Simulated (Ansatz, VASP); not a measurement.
## One calculation of TiC, two programs

File INCAR:

```
PREC = Accurate
ENCUT = 520
EDIFF = 1E-7
ISMEAR = -1
SIGMA = 0.05
LREAL = F
LASPH = T
NELM = 80
ALGO = Normal
ISIF = 2
LWAVE = F
LCHARG = T
GGA = PS
LELF = T
LVHAR = T
NBANDS = 15
```

Contents of KPOINTS:

```
Automatic mesh
0
Gamma
  11 11 11
```

The input POSCAR:

```
TiC
1.0
    0.0000000000      2.1511833799      2.1511833799
    2.1511833799      0.0000000000      2.1511833799
    2.1511833799      2.1511833799      0.0000000000
Ti C
1 1
Direct
    0.0000000000      0.0000000000      0.0000000000
    0.5000000000      0.5000000000      0.5000000000
```

The input input.yaml:

```yaml
crystal:
  lattice:
    - [0.0, 2.1511833799, 2.1511833799]
    - [2.1511833799, 0.0, 2.1511833799]
    - [2.1511833799, 2.1511833799, 0.0]
  atoms:
    - { symbol: Ti, position: [0.0, 0.0, 0.0] }
    - { symbol: C, position: [0.5, 0.5, 0.5] }
kpoints:
  mp_grid: { grid: [11, 11, 11] }
scf:
  occupations: { method: fermi_dirac, width: 0.05 }
hamiltonian:
  xc: pbesol
  pseudopotentials: { kind: all_electron, lapw: { basis_error: 0.001 } }
output:
  forces: true
  stress: true
  eigenvalues: true
```

Change from the starting cell: volume scaled by 0.98.

Alike in both runs: task single point; functional PBEsol; k mesh 11 × 11 × 11; occupations fermi-dirac, width 0.05 eV; no spin polarisation.

```csv
,VASP,Ansatz
version,VASP 6.6.1,Ansatz 0.2.0
potentials or method,"VASP PAW PBE potentials, release 64 (Ti_sv, C)","all-electron LAPW, scalar-relativistic"
plane-wave cutoff (eV),520,see its input
```

Ansatz gave:

```
gap on the k mesh at the Fermi level (eV) : none
pressure (GPa)                            : -1.7
```

What did VASP give for the same quantities?

gap on the k mesh at the Fermi level (eV): none; pressure (GPa): -1.4.

A gap of «none» marks a metal or a gap that the smearing closes. Ansatz ran all-electron here, so the differences hold the error of VASP's frozen core and of both bases.

Caveats: the PAW data sets were made with another functional, which shifts forces and pressure a little (VASP).
